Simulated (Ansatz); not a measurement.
**NbSi2: properties at the relaxed cell**

One table from this session's results is given with a row withheld; the runs are named, their logs left out.

Method: DFT PBE, scalar-relativistic, plane waves, PAW, in Ansatz 0.2.0.

### Starting point

It takes space group P6_222 (No. 180, hexagonal). Conventional cell: a = 4.812 Å, b = 4.812 Å, c = 6.615 Å, α = 90.00°, β = 90.00°, γ = 120.00°. Around Nb (site symmetry 222) lie 10 Si at 2.62 to 2.84 Å. Si (site symmetry 2) is surrounded by 5 Si at 2.57 to 2.84 Å and 5 Nb at 2.62 to 2.84 Å.

As a file:

```cif
data_structure
_symmetry_space_group_name_H-M 'P 1'
_symmetry_Int_Tables_number 1
_cell_length_a 4.8123
_cell_length_b 4.8123
_cell_length_c 6.6150
_cell_angle_alpha 90.000
_cell_angle_beta 90.000
_cell_angle_gamma 120.000
_cell_volume 132.67
loop_
_atom_site_label
_atom_site_type_symbol
_atom_site_fract_x
_atom_site_fract_y
_atom_site_fract_z
_atom_site_occupancy
Nb1 Nb 0.50000 0.00000 0.50000 1
Nb2 Nb 0.50000 0.50000 0.83333 1
Nb3 Nb 0.00000 0.50000 0.16667 1
Si1 Si 0.15920 0.31840 0.50000 1
Si2 Si 0.84080 0.15920 0.83333 1
Si3 Si 0.68160 0.84080 0.16667 1
Si4 Si 0.84080 0.68160 0.50000 1
Si5 Si 0.15920 0.84080 0.83333 1
Si6 Si 0.31840 0.15920 0.16667 1
```

It is the result of an earlier relaxation at this level (volume 14.74 Å³/atom; gap on the mesh: none (metal)).

The first run:

input.yaml

```yaml
crystal:
  lattice:
    - [4.8123187358, 0.0, 0.0]
    - [-2.4061593679, 4.1675902763, 0.0]
    - [0.0, 0.0, 6.6149590918]
  atoms:
    - { symbol: Nb, position: [0.5, 0.0, 0.5] }
    - { symbol: Nb, position: [0.5, 0.5, 0.8333333333] }
    - { symbol: Nb, position: [0.0, 0.5, 0.1666666667] }
    - { symbol: Si, position: [0.1591986673, 0.3183973345, 0.5] }
    - { symbol: Si, position: [0.8408013327, 0.1591986673, 0.8333333333] }
    - { symbol: Si, position: [0.6816026655, 0.8408013327, 0.1666666667] }
    - { symbol: Si, position: [0.8408013327, 0.6816026655, 0.5] }
    - { symbol: Si, position: [0.1591986673, 0.8408013327, 0.8333333333] }
    - { symbol: Si, position: [0.3183973345, 0.1591986673, 0.1666666667] }
basis:
  ecutwfc: 420
kpoints:
  mp_grid: { grid: [9, 9, 6] }
hamiltonian:
  xc: pbesol
scf:
  occupations: { method: gaussian, width: 0.1 }
output:
  forces: true
  stress: true
  eigenvalues: true
relax:
  adjacent_minimum: "off"
  f_tol: 0.005
  max_steps: 50
  cell: { stress_tol: 0.05 }
```

Started as:

```sh
> ansatz run input.yaml --threads 2 --pin off --max-ram 5120MiB --backend cpu --events-out ev --progress --plain --runs-dir out
```

Among the steps run: The cell under PBEsol; The cell under PBE+D3(BJ); Relaxing with LDA; Relaxing with r2SCAN.

One of the session's tables, all rows but one given; the rest of the session is left out.

It belongs to the step «One structure, several functionals». 

```
functional  a (Å)  b (Å)  c (Å)  volume (Å³/atom)
       PBE  4.812  4.812  6.615             14.74
    PBEsol  4.769  4.769  6.574             14.39
PBE+D3(BJ)  4.749  4.749  6.551             14.22
       LDA  4.744  4.744  6.537             14.16
    r2SCAN      ?      ?      ?                 ?
```

Estimate the missing values for r2SCAN.

**Answer.** a (Å): 4.796; b (Å): 4.796; c (Å): 6.580; volume (Å³/atom): 14.56. In the column «a (Å)» it lies between PBEsol (4.769) and PBE (4.812).
